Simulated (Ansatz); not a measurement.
**LiCl (rocksalt): gap against strain (epitaxial in the xy plane)**

LiCl built on the rocksalt prototype, relaxed with r2SCAN in Ansatz, then strained (epitaxial in the xy plane; changes of length per length, axes as in the cell below) with the atoms relaxed again within the symmetry that is left. The symmetry is Fm-3m (No. 225, cubic); conventional cell a = 5.112 Å, 16.70 Å³ an atom. Li is surrounded by 6 Cl at 2.56 Å; Cl is surrounded by 6 Li at 2.56 Å. No spin polarisation and no zero-point or thermal motion.

```
Li Cl
1.0
     0.00000    2.55604    2.55604
     2.55604    0.00000    2.55604
     2.55604    2.55604    0.00000
Li Cl
1 1
Cartesian
  0.0000 0.0000 0.0000
  2.5560 2.5560 2.5560
```

Gaps are the least over each mesh (PBE 8×8×8, r2SCAN 8×8×8, HSE06 6×6×6 when unstrained) and the special points, which keep their unstrained names; stress is the change from the unstrained cell, compression positive.

```csv
strain (%),free normal strain (%),"gap, PBE (eV)","gap, r2SCAN (eV)","gap, HSE06 (eV)","edges, HSE06","in-plane stress, r2SCAN (GPa)","energy rise, r2SCAN (meV/atom)"
-5.31,+4.43,6.657,7.436,8.031,Γ → L,+5.11,25.0
0.0,0.00,6.384,7.291,7.785,Γ–K (0.20) → Γ,0.00,0.0
+3.0,-2.00,6.122,7.006,7.506,Γ,-1.63,5.5
```

**Question.** Estimate the row for a strain of -2.88 %.

**Answer.**
```csv
strain (%),free normal strain (%),"gap, PBE (eV)","gap, r2SCAN (eV)","gap, HSE06 (eV)","edges, HSE06","in-plane stress, r2SCAN (GPa)","energy rise, r2SCAN (meV/atom)"
-2.88,+2.23,6.525,7.444,7.932,Γ,+2.35,6.6
```

With HSE06 the edges change from Γ → L (indirect) to Γ (direct) between -5.31 and -2.88 %. With r2SCAN the edges change from Γ → L (indirect) to Γ (direct) between -5.31 and -2.88 %. With PBE the edges change from Γ → L (indirect) to Γ (direct) between -5.31 and -2.88 %.

Where an edge lies off the special points, it is a point of the mesh or the k point where a search put PBE's edge or least direct gap, reused for the other functionals, whose own edges may lie a little apart.

The meshes of the hybrids are coarse, so their gaps aren't converged to the digits shown.
